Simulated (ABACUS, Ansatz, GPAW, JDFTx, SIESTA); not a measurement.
## Equation of state of V under PBE

It takes space group Im-3m (No. 229, cubic). The conventional cell has a = 3.029 Å, b = 3.029 Å, c = 3.029 Å, α = 90.00°, β = 90.00°, γ = 90.00°. V (site symmetry m-3m) has 8 V at 2.62 Å as nearest neighbours.

The cell was scaled at fixed shape and fractions and run with SIESTA, files PseudoDojo sr-pbe-0.4.1-standard, DZP (energy shift 0.003 Ry; two zetas on semicore shells); PBE, k mesh 12 × 12 × 12 on the cell of 1 atom, fermi-dirac occupations of 0.05 eV, collinear spin, ferromagnetic start, no spin-orbit coupling. Energies are those that the program minimises, any entropy of the smearing included. For a metal such a mesh isn't converged to the digits shown. The moments vanished.

```tsv
V (Å³/atom)	energy over the lowest row (meV/atom)
13.0577	8.41
13.3355	0.81
13.6133	0.00
13.8912	?
14.1690	17.54
14.4468	34.28
14.7246	55.73
```

Q: Fit the third-order Birch-Murnaghan form, give V0, B0 and B′, and predict the energy left open.

A: With y = (V0/V)^(2/3), E = E0 + (9 V0 B0/16) [(y - 1)³ B′ + (y - 1)² (6 - 4y)]. Least squares through the rows shown give V0 = 13.4981 Å³/atom, E0 = -0.46 meV, B0 = 187.6 GPa (1 eV/Å³ = 160.218 GPa) and B′ = 4.14, with a largest miss of 0.11 meV, so B0 and B′ are loose. At V = 13.8912 the form with these constants gives 5.92 meV; the run gave 5.89 meV an atom. Other set-ups at this level, from all their volumes (Å³/atom, GPa): ABACUS, PseudoDojo NC SR 0.4.1 PBE standard, plane waves: V0 13.473, B0 180.2; Ansatz, Ansatz PAW (earlier soft set): V0 13.463, B0 180.3; GPAW, GPAW PAW data sets (gpaw-data 1.2.1): V0 13.550, B0 180.4; JDFTx, PseudoDojo-SR-PBE-0.5-standard: V0 13.472, B0 180.3. Measured volume: 13.83 Å³/atom at 300 K (a printed reference work), so the fit lies -2.4 % from it. The runs are for a static lattice.
